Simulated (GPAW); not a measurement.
Runs of GPAW 26.7.0 on HfO2. The structure is cubic, space group Fm-3m (No. 225). The conventional cell has a = 5.115 Å, b = 5.115 Å, c = 5.115 Å, α = 90.00°, β = 90.00°, γ = 90.00°. Around Hf (site symmetry m-3m) lie 8 O at 2.21 Å. O (site symmetry -43m) has 4 Hf at 2.21 Å as nearest neighbours. Measurements of this composition are mostly on another form, of space group No. 14.

```csv
task,level,potentials or basis,spin,cell,k mesh,cutoff (eV),smearing,maxiter,band path,band points,spin axis theta (degrees),spin axis phi (degrees),mesh quality,gap on the mesh (eV),pressure (GPa)
band structure,LDA,"the program's PAW data sets (release 1.2.1) made for this functional, pw","SOC, no magnetisation",as given,7 × 7 × 7,800,fermi-dirac 0.05 eV,150,"GXWKGLUWLK,UX",100,90,45,not flagged,3.69,(b)
band structure,revTPSS,"GPAW PAW data sets (gpaw-data 1.2.1), pw","SOC, no magnetisation",as given,7 × 7 × 7,800,fermi-dirac 0.05 eV,150,"GXWKGLUWLK,UX",100,0,0,not flagged,3.89,(a)
hybrid scf,r2SCAN0+D4,"GPAW PAW data sets (gpaw-data 1.2.1), pw",off,volume scaled by 1.04,4 × 4 × 4,550,fermi-dirac 0.001 eV,40,-,-,-,-,coarse,6.21,-
band structure,RPBE,"the program's PAW data sets (release 1.2.1) made for this functional, pw","SOC, no magnetisation",as given,7 × 7 × 7,800,fermi-dirac 0.05 eV,150,"GXWKGLUWLK,UX",80,0,0,not flagged,3.95,2.7
```

Q: Fill in the values left out.

A: (a) -6.4; (b) -17.6.

Caveats: some runs use coarse meshes; spin-orbit coupling was added after a scalar SCF, so levels and gaps hold it while energy, forces, pressure and moments don't (some runs); this program's spin-orbit splittings come out too wide for heavy elements (some runs); the mesh misses the band edges, which the band path finds closer together (some runs); the PAW data sets were made with another functional, which shifts forces and pressure a little (some runs); so large a pressure means that the cell lies far from this level's equilibrium, or that cutoff or potentials fall short (some runs); exact exchange converges slowly with the k mesh, and this mesh is small (some runs); the scaled meta-GGA exchange is a class typed in the script (some runs).

A k mesh can miss the band edges, and rows without SOC leave out spin-orbit coupling on Hf.

Runs at the PBE level aren't shown here.
